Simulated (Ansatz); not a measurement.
**Ge: equation of state with r2SCAN+rVV10**

**Measured values to compare with.**

From “Sub-monolayer structures of Ag overlayers on Ge(111): experimental observations and first-principles study”, 2019, arxiv:1908.00180, for a bulk crystal of Ge: bulk modulus 75.8 GPa.

Ge:

```
Ge
1.0
     0.00000    2.82891    2.82891
     2.82891    0.00000    2.82891
     2.82891    2.82891    0.00000
Ge
2
Direct
  0.75000 0.75000 0.75000
  0.50000 0.50000 0.50000
```

```json
{
  "Program": "Ansatz 0.2.0",
  "Task": "equation of state",
  "Functional": "r2SCAN",
  "Dispersion": "rVV10",
  "Potentials or basis": "Ansatz PAW",
  "Cutoff": "500 eV",
  "Density cutoff": "2500 eV",
  "k mesh": "8 × 8 × 8",
  "Occupations": "fermi-dirac, width 0.05 eV",
  "Spin": "no spin polarisation"
}
```

The equilibrium volume is 22.59 Å³/atom and the bulk modulus is 73 GPa. The pressure derivative of the bulk modulus is 5.3 (rough: it moves with the points fitted).

Energy against volume, from the lowest point:
| volume (Å³/atom) | energy (meV/atom) |
| --- | --- |
| 21.281 | 19.74 |
| 21.733 | 8.11 |
| 22.186 | 1.73 |
| 22.639 | 0.00 |
| 23.092 | 2.42 |
| 23.545 | 8.48 |
| 23.997 | 17.66 |

All runs of the series together: 90 s on 2 threads of Intel(R) Xeon(R) Processor @ 2.50GHz (Skylake/Cascade Lake), with other jobs on the host.

A measured bulk modulus of Ge is 75.8 GPa (quoted in “Sub-monolayer structures of Ag overlayers on Ge(111): experimental observations and first-principles study”, 2019, arxiv:1908.00180); the calculated 73 GPa misses it by -3.1 %. The fit is for a static lattice scaled at fixed shape and fixed fractional positions. The cell as given is a measured one (22.64 Å³/atom); r2SCAN+rVV10 puts the equilibrium volume -0.2 % from it, thermal expansion not counted.

Caveat: the PAW data sets were made with another functional, which shifts forces and pressure a little.
